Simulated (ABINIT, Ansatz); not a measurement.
# BaS (Fm-3m): zone-centre phonons, part 2 of 3

Which modes does BaS (Fm-3m) have at the zone centre?

ABINIT 10.8.3; DFT LDA, scalar-relativistic, plane waves, PseudoDojo norm-conserving pseudopotentials.

So far. Step 2 (Relaxing the cell and atoms): The volume changes by +0.8 % from the cell with which this run began. Step 5 (Linear response at Γ): The acoustic modes at Γ come out as far as 0.2 cm⁻¹ from zero, where they should vanish, a small numerical error; the Born charges miss their sum rule by 0.0011 e, which is good. The relaxed cell has a = 6.285 Å (conventional setting).

### Step 6. Zone-centre analysis

anaddb reads the merged derivatives, imposes the acoustic sum rule and charge neutrality, and adds the LO-TO term along chosen directions.

anaddb.abi

```
ddb_filepath "gamma_DDB"
output_file "anaddb.abo"
outdata_prefix "anaddb"
asr 1
chneut 1
enunit 2
eivec 1
nph1l 1
qph1l 0.0 0.0 0.0 1.0
dieflag 1
nph2l 3
qph2l 
    1.0 0.0 0.0 0.0
    0.0 0.0 1.0 0.0
    1.0 1.0 1.0 0.0
```

mrgddb.in

```
gamma_DDB
merged
2
dfpt_gammao_DS2_DDB
gso_DDB
```

The run is started by

```
> mrgddb < mrgddb.in > mrgddb.log
> OMP_NUM_THREADS=1 anaddb anaddb.abi > anaddb.log
```

anaddb.abo, the main output file:

```text
[banners, grids, parts of the stress and lines that vanish by symmetry left out]
-outvars_anaddb: echo values of input variables ----------------------

 Flags :
[...]
Dielectric Tensor and Effective Charges
[...]
Effective charge tensors after
[...]
Phonon wavevector (reduced coordinates) :  0.00000  0.00000  0.00000
 Phonon energies in Hartree :
[...]
Phonon energies in meV     :
-  0.000000E+00  0.000000E+00  0.000000E+00  1.895142E+01  1.895142E+01
-  1.895142E+01
 Phonon frequencies in cm-1    :
-  0.000000E+00  0.000000E+00  0.000000E+00  1.528535E+02  1.528535E+02
-  1.528535E+02
 Phonon frequencies in Thz     :
-  0.000000E+00  0.000000E+00  0.000000E+00  4.582434E+00  4.582434E+00
-  4.582434E+00
 Phonon energies in Kelvin  :
-  0.000000E+00  0.000000E+00  0.000000E+00  2.199221E+02  2.199221E+02
-  2.199221E+02
[...]
-  1  0.00000000E+00  0.00000000E+00 -1.79958434E-03
-     0.00000000E+00  0.00000000E+00  0.00000000E+00
-  2  0.00000000E+00  0.00000000E+00 -1.79958463E-03
-     0.00000000E+00  0.00000000E+00  0.00000000E+00
[...]
-  1  0.00000000E+00  1.79958434E-03  0.00000000E+00
-     0.00000000E+00  0.00000000E+00  0.00000000E+00
-  2  0.00000000E+00  1.79958463E-03  0.00000000E+00
-     0.00000000E+00  0.00000000E+00  0.00000000E+00
[...]
-  1  1.79958434E-03  0.00000000E+00  0.00000000E+00
-     0.00000000E+00  0.00000000E+00  0.00000000E+00
-  2  1.79958463E-03  0.00000000E+00  0.00000000E+00
-     0.00000000E+00  0.00000000E+00  0.00000000E+00
[...]
-  1  0.00000000E+00 -1.16855636E-07  8.69594330E-04
-     0.00000000E+00  0.00000000E+00  0.00000000E+00
-  2  0.00000000E+00  5.00450054E-07 -3.72415523E-03
-     0.00000000E+00  0.00000000E+00  0.00000000E+00
[...]
-  1  0.00000000E+00  8.69594328E-04  1.16854883E-07
-     0.00000000E+00  0.00000000E+00  0.00000000E+00
-  2 -2.16387867E-07 -3.72415522E-03 -5.00446828E-07
-     0.00000000E+00  0.00000000E+00  0.00000000E+00
[...]
-  1  8.69594336E-04  0.00000000E+00  0.00000000E+00
-     0.00000000E+00  0.00000000E+00  0.00000000E+00
-  2 -3.72415525E-03  2.16380404E-07  0.00000000E+00
-     0.00000000E+00  0.00000000E+00  0.00000000E+00
[...]
-     1          0.000000    -0.000000     0.000000     0.000000
-     2         -0.000000    -0.000000    -0.000000     0.000000
-     3         -0.000000     0.000000    -0.000000     0.000000
-     4          0.000047    -0.000425     3.160778     3.160778
-     5          0.000184     3.160778     0.000425     3.160778
-     6          3.160778    -0.000184    -0.000047     3.160778
[...]
-   1     Real    0.0000E+00  0.0000E+00  0.0000E+00  0.0000E+00  0.0000E+00  0.0000E+00  0.0000E+00
[...]
-   2     Real    0.0000E+00  0.0000E+00  0.0000E+00  0.0000E+00  0.0000E+00  0.0000E+00  0.0000E+00
[...]
-   3     Real    0.0000E+00  0.0000E+00  0.0000E+00  0.0000E+00  0.0000E+00  0.0000E+00  0.0000E+00
[...]
-   4     Real    3.2471E-14  2.6386E-12  1.4612E-04 -2.9271E-13  2.1782E-09 -1.9635E-08  1.4612E-04
[...]
-   5     Real    4.9330E-13  1.4612E-04  2.6385E-12  8.4899E-09  1.1409E-12  1.9635E-08  1.4612E-04
[...]
-   6     Real    1.4612E-04  4.9326E-13  3.2505E-14 -8.4897E-09 -2.1793E-09  1.2662E-13  1.4612E-04
[...]
Phonon at Gamma, with non-analyticity in the
[...]
Phonon energies in Hartree :
[...]
Phonon energies in meV     :
-  0.000000E+00  0.000000E+00  0.000000E+00  1.895142E+01  1.895142E+01
-  3.139706E+01
 Phonon frequencies in cm-1    :
-  0.000000E+00  0.000000E+00  0.000000E+00  1.528535E+02  1.528535E+02
-  2.532343E+02
 Phonon frequencies in Thz     :
-  0.000000E+00  0.000000E+00  0.000000E+00  4.582434E+00  4.582434E+00
-  7.591775E+00
 Phonon energies in Kelvin  :
-  0.000000E+00  0.000000E+00  0.000000E+00  2.199221E+02  2.199221E+02
-  3.643477E+02
[...]
-  1  0.00000000E+00  0.00000000E+00 -1.79958434E-03
-     0.00000000E+00  0.00000000E+00  0.00000000E+00
-  2  0.00000000E+00  0.00000000E+00 -1.79958463E-03
-     0.00000000E+00  0.00000000E+00  0.00000000E+00
[...]
Phonon at Gamma, with non-analyticity in the
[...]
Phonon energies in Hartree :
[...]
Phonon energies in meV     :
-  0.000000E+00  0.000000E+00  0.000000E+00  1.895142E+01  1.895142E+01
-  3.139706E+01
 Phonon frequencies in cm-1    :
-  0.000000E+00  0.000000E+00  0.000000E+00  1.528535E+02  1.528535E+02
-  2.532343E+02
 Phonon frequencies in Thz     :
-  0.000000E+00  0.000000E+00  0.000000E+00  4.582434E+00  4.582434E+00
-  7.591775E+00
 Phonon energies in Kelvin  :
-  0.000000E+00  0.000000E+00  0.000000E+00  2.199221E+02  2.199221E+02
-  3.643477E+02
[...]
Phonon at Gamma, with non-analyticity in the
[...]
Phonon energies in Hartree :
[...]
Phonon energies in meV     :
-  0.000000E+00  0.000000E+00  0.000000E+00  1.895142E+01  1.895142E+01
-  3.139706E+01
 Phonon frequencies in cm-1    :
-  0.000000E+00  0.000000E+00  0.000000E+00  1.528535E+02  1.528535E+02
-  2.532343E+02
 Phonon frequencies in Thz     :
-  0.000000E+00  0.000000E+00  0.000000E+00  4.582434E+00  4.582434E+00
-  7.591775E+00
 Phonon energies in Kelvin  :
-  0.000000E+00  0.000000E+00  0.000000E+00  2.199221E+02  2.199221E+02
-  3.643477E+02
[...]
-  1  0.00000000E+00 -1.79958432E-03 -3.51486790E-07
-     0.00000000E+00  0.00000000E+00  0.00000000E+00
-  2  0.00000000E+00 -1.79958454E-03 -3.51426088E-07
-     0.00000000E+00  0.00000000E+00  0.00000000E+00
[...]
-  1  1.79958435E-03  0.00000000E+00  0.00000000E+00
-     0.00000000E+00  0.00000000E+00  0.00000000E+00
-  2  1.79958457E-03  0.00000000E+00  0.00000000E+00
-     0.00000000E+00  0.00000000E+00  0.00000000E+00
[...]
-  1  1.02352413E-04  5.57297411E-04 -6.59649824E-04
-     0.00000000E+00  0.00000000E+00  0.00000000E+00
-  2 -4.38338039E-04 -2.38670147E-03  2.82503951E-03
-     0.00000000E+00  0.00000000E+00  0.00000000E+00
[...]
-  1  7.02604814E-04 -4.39942197E-04 -2.62662617E-04
-     0.00000000E+00  0.00000000E+00  0.00000000E+00
-  2 -3.00900006E-03  1.88411191E-03  1.12488815E-03
-     0.00000000E+00  0.00000000E+00  0.00000000E+00
[...]
Direction                     Dielectric constant
[...]
0.00000   0.00000   1.00000     14.21748681
   1.00000   1.00000   1.00000     14.21748681
-
```

Wall time 0.69 s (1 thread of Intel Xeon at 2.70GHz, shared host).

Numbers from this step:

* mean static dielectric constant: 14.22
* highest mode moved by the LO-TO term: 253.2 cm⁻¹

No LO-TO term; unit eigenvectors of the mass-weighted matrix, from anaddb's displacements. Modes at Γ, with each element's share of the kinetic energy:

```csv
mode,frequency (cm⁻¹),symmetry,Ba %,S %
1,0.0,acoustic,81,19
2,0.0,acoustic,81,19
3,0.0,acoustic,81,19
4,152.9,T1u,19,81
5,152.9,T1u,19,81
6,152.9,T1u,19,81
```

Displacements in mode 5 (152.9 cm⁻¹), the largest set to 1:
```
Ba1  0.00  0.23  0.00
S2   0.00 -1.00  0.00
```

Trace of the oscillator strength, degenerate modes summed. Lines of the infrared spectrum (strongest = 100):

```csv
position (cm⁻¹),lines merged,"IR intensity, relative"
153,3,100
```

Static dielectric tensor (ions relaxed, fixed cell):

```
14.22  0.00  0.00
 0.00 14.22  0.00
 0.00  0.00 14.22
```

The rule moves no optical mode by more than 0.1 cm⁻¹.

### Step 7. Sum rules set otherwise (asr 0)

Without the rule the raw error of the acoustic modes shows.

Changes to anaddb.abi since step 6:

```diff
@@ -3,4 +3,4 @@
 outdata_prefix "anaddb"
-asr 1
-chneut 1
+asr 0
+chneut 0
 enunit 2
```

mrgddb.in is that of step 6.

anaddb.abo, the main output file:

```text
[banners, grids, parts of the stress and lines that vanish by symmetry left out]
-outvars_anaddb: echo values of input variables ----------------------

 Flags :
[...]
Dielectric Tensor and Effective Charges
[...]
Effective charge tensors after
[...]
Phonon wavevector (reduced coordinates) :  0.00000  0.00000  0.00000
 Phonon energies in Hartree :
[...]
Phonon energies in meV     :
-  1.988792E-02  1.988795E-02  1.988805E-02  1.895148E+01  1.895148E+01
-  1.895148E+01
 Phonon frequencies in cm-1    :
-  1.604069E-01  1.604071E-01  1.604080E-01  1.528540E+02  1.528540E+02
-  1.528540E+02
 Phonon frequencies in Thz     :
-  4.808877E-03  4.808885E-03  4.808910E-03  4.582447E+00  4.582447E+00
-  4.582447E+00
 Phonon energies in Kelvin  :
-  2.307897E-01  2.307901E-01  2.307913E-01  2.199228E+02  2.199228E+02
-  2.199228E+02
[...]
-  1  0.00000000E+00  0.00000000E+00 -1.79958700E-03
-     0.00000000E+00  0.00000000E+00  0.00000000E+00
-  2  0.00000000E+00  0.00000000E+00 -1.79957322E-03
-     0.00000000E+00  0.00000000E+00  0.00000000E+00
[...]
-  1  0.00000000E+00  1.79958700E-03  0.00000000E+00
-     0.00000000E+00  0.00000000E+00  0.00000000E+00
-  2  0.00000000E+00  1.79957322E-03  0.00000000E+00
-     0.00000000E+00  0.00000000E+00  0.00000000E+00
[...]
-  1  1.79958701E-03  0.00000000E+00  0.00000000E+00
-     0.00000000E+00  0.00000000E+00  0.00000000E+00
-  2  1.79957323E-03  0.00000000E+00  0.00000000E+00
-     0.00000000E+00  0.00000000E+00  0.00000000E+00
[...]
-  1  0.00000000E+00  0.00000000E+00 -8.69588825E-04
-     0.00000000E+00  0.00000000E+00  0.00000000E+00
-  2 -2.03751959E-07  1.52998367E-07  3.72416076E-03
-     0.00000000E+00  0.00000000E+00  0.00000000E+00
[...]
-  1  0.00000000E+00  8.69588826E-04  0.00000000E+00
-     0.00000000E+00  0.00000000E+00  0.00000000E+00
-  2  0.00000000E+00 -3.72416077E-03  1.52996942E-07
-     0.00000000E+00  0.00000000E+00  0.00000000E+00
[...]
-  1  8.69588826E-04  0.00000000E+00  0.00000000E+00
-     0.00000000E+00  0.00000000E+00  0.00000000E+00
-  2 -3.72416077E-03  0.00000000E+00 -2.03753028E-07
-     0.00000000E+00  0.00000000E+00  0.00000000E+00
[...]
-     1          0.000000    -0.000000    -0.000825     0.000825
-     2          0.000000     0.000825    -0.000000     0.000825
-     3          0.000825    -0.000000     0.000000     0.000825
-     4          0.000173    -0.000130    -3.160347     3.160347
-     5          0.000022     3.160347    -0.000130     3.160347
-     6          3.160347    -0.000022     0.000173     3.160347
[...]
-   1     Real    0.0000E+00  0.0000E+00  4.4034E-12  0.0000E+00  0.0000E+00  0.0000E+00  4.4034E-12
[...]
-   2     Real    0.0000E+00  4.4034E-12  0.0000E+00  0.0000E+00  0.0000E+00  0.0000E+00  4.4034E-12
[...]
-   3     Real    4.4034E-12  0.0000E+00  0.0000E+00  0.0000E+00  0.0000E+00  0.0000E+00  4.4034E-12
[...]
-   4     Real    4.3725E-13  2.4655E-13  1.4608E-04 -3.2833E-13 -7.9920E-09  6.0012E-09  1.4608E-04
[...]
-   5     Real    0.0000E+00  1.4608E-04  2.4654E-13  1.0214E-09 -4.1961E-14 -6.0012E-09  1.4608E-04
[...]
-   6     Real    1.4608E-04  0.0000E+00  4.3725E-13 -1.0211E-09  7.9920E-09 -5.5864E-14  1.4608E-04
[...]
Phonon at Gamma, with non-analyticity in the
[...]
Phonon energies in Hartree :
[...]
Phonon energies in meV     :
-  1.988792E-02  1.988795E-02  2.006031E-02  1.895148E+01  1.895148E+01
-  3.139439E+01
 Phonon frequencies in cm-1    :
-  1.604069E-01  1.604071E-01  1.617973E-01  1.528540E+02  1.528540E+02
-  2.532128E+02
 Phonon frequencies in Thz     :
-  4.808877E-03  4.808885E-03  4.850562E-03  4.582447E+00  4.582447E+00
-  7.591130E+00
 Phonon energies in Kelvin  :
-  2.307897E-01  2.307901E-01  2.327902E-01  2.199228E+02  2.199228E+02
-  3.643168E+02
[...]
-  1  0.00000000E+00  0.00000000E+00 -1.79958700E-03
-     0.00000000E+00  0.00000000E+00  0.00000000E+00
-  2  0.00000000E+00  0.00000000E+00 -1.79957322E-03
-     0.00000000E+00  0.00000000E+00  0.00000000E+00
[...]
Phonon at Gamma, with non-analyticity in the
[...]
Phonon energies in Hartree :
[...]
Phonon energies in meV     :
-  1.988795E-02  1.988805E-02  2.006018E-02  1.895148E+01  1.895148E+01
-  3.139439E+01
 Phonon frequencies in cm-1    :
-  1.604071E-01  1.604080E-01  1.617962E-01  1.528540E+02  1.528540E+02
-  2.532128E+02
 Phonon frequencies in Thz     :
-  4.808885E-03  4.808910E-03  4.850529E-03  4.582447E+00  4.582447E+00
-  7.591130E+00
 Phonon energies in Kelvin  :
-  2.307901E-01  2.307913E-01  2.327887E-01  2.199228E+02  2.199228E+02
-  3.643168E+02
[...]
Phonon at Gamma, with non-analyticity in the
[...]
Phonon energies in Hartree :
[...]
Phonon energies in meV     :
-  1.988793E-02  1.988801E-02  2.006023E-02  1.895148E+01  1.895148E+01
-  3.139439E+01
 Phonon frequencies in cm-1    :
-  1.604070E-01  1.604077E-01  1.617967E-01  1.528540E+02  1.528540E+02
-  2.532128E+02
 Phonon frequencies in Thz     :
-  4.808881E-03  4.808901E-03  4.850543E-03  4.582447E+00  4.582447E+00
-  7.591130E+00
 Phonon energies in Kelvin  :
-  2.307899E-01  2.307908E-01  2.327893E-01  2.199228E+02  2.199228E+02
-  3.643168E+02
[...]
-  1  1.45822032E-03 -8.83679082E-04 -5.75515563E-04
-     0.00000000E+00  0.00000000E+00  0.00000000E+00
-  2  1.45820907E-03 -8.83672407E-04 -5.75511247E-04
-     0.00000000E+00  0.00000000E+00  0.00000000E+00
[...]
-  1  1.03941369E-03  1.03880017E-03  1.03859587E-03
-     0.00000000E+00  0.00000000E+00  0.00000000E+00
-  2  1.03969841E-03  1.03908489E-03  1.03888059E-03
-     0.00000000E+00  0.00000000E+00  0.00000000E+00
[...]
-  1  1.02408848E-04  5.57258134E-04 -6.59666982E-04
-     0.00000000E+00  0.00000000E+00  0.00000000E+00
-  2 -4.38583158E-04 -2.38655192E-03  2.82513508E-03
-     0.00000000E+00  0.00000000E+00  0.00000000E+00
[...]
-  1  7.02592044E-04 -4.39984686E-04 -2.62607358E-04
-     0.00000000E+00  0.00000000E+00  0.00000000E+00
-  2 -3.00896889E-03  1.88430860E-03  1.12466029E-03
-     0.00000000E+00  0.00000000E+00  0.00000000E+00
[...]
Direction                     Dielectric constant
[...]
0.00000   0.00000   1.00000     14.21498767
   1.00000   1.00000   1.00000     14.21498767
-
```

The job ended after 0.74 s (1 thread).

Numbers from this step:

| Quantity | Value |
| --- | --- |
| mean static dielectric constant | 14.21 |

Zone-centre frequencies as printed; negative means imaginary. Modes:

```csv
mode,frequency (cm⁻¹)
1,0.16
2,0.16
3,0.16
4,152.8
5,152.8
6,152.8
```

(Continued in part 3 of 3.)

[Host names and launcher messages were left out of these logs when they were recorded.]

[Logs are printed without paths, hosts, clocks, repeated set-up lines and the standing remarks that a program may print on its own settings, such as how far it seeks lower states.]

[Hosts, paths, dates, database ids (printed as entryN), source tags and the programs' standing remarks are cut or masked in the printed files.]
